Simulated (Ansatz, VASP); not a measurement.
One calculation of KF, two programs

File INCAR:

```
SYSTEM = KF
PREC = Accurate
ENCUT = 520
EDIFF = 1E-6
ISMEAR = 0
SIGMA = 0.05
LREAL = .False.
LASPH = .True.
NELM = 60
ALGO = Normal
ISIF = 2
LWAVE = .False.
LCHARG = .False.
GGA = PS
NBANDS = 15
```

File KPOINTS:

```
regular mesh
0
Gamma
  8 8 8
  0 0 0
```

File POSCAR:

```
KF
1.0
    3.3893132000      0.0000000000      0.0000000000
    0.0000000000      3.3893132000      0.0000000000
    0.0000000000      0.0000000000      3.3893132000
K F
1 1
Direct
    0.0000000000      0.0000000000      0.0000000000
    0.5000000000      0.5000000000      0.5000000000
```

Input for Ansatz:

```yaml
crystal:
  lattice:
    - [3.3893132, 0.0, 0.0]
    - [0.0, 3.3893132, 0.0]
    - [0.0, 0.0, 3.3893132]
  atoms:
    - { symbol: K, position: [0.0, 0.0, 0.0] }
    - { symbol: F, position: [0.5, 0.5, 0.5] }
basis:
  ecutwfc: 420
kpoints:
  mp_grid: { grid: [8, 8, 8] }
hamiltonian:
  xc: pbesol
scf:
  occupations: { method: gaussian, width: 0.05 }
output:
  forces: true
  stress: true
  eigenvalues: true
```

Change from the starting cell: strain +0.040 along x and y, +0.040 along z, atoms carried along.

Alike in both runs: task single point; functional PBEsol; k mesh 8 × 8 × 8; occupations gaussian, width 0.05 eV; no spin polarisation.

|  | VASP | Ansatz |
| --- | --- | --- |
| version | VASP 6.6.1 | Ansatz 0.2.0 |
| potentials or method | VASP PAW PBE potentials, release 64 (K_sv, F) | scalar-relativistic, plane waves, PAW |
| plane-wave cutoff (eV) | 520 | 420 |
| valence electrons in the cell | 16 | 16 |

VASP gave:

| Quantity | Value |
| --- | --- |
| gap on the k mesh at the Fermi level (eV) | 5.39 |
| least direct gap on the mesh (eV) | 5.45 |
| pressure (GPa) | -4.7 |

Task: What did Ansatz give for the same quantities?

Result: gap on the k mesh at the Fermi level (eV): 5.40; least direct gap on the mesh (eV): 5.47; pressure (GPa): -4.7.

Caveats: the PAW data sets were made with another functional, which shifts forces and pressure a little (VASP). A k mesh can miss the band edges.
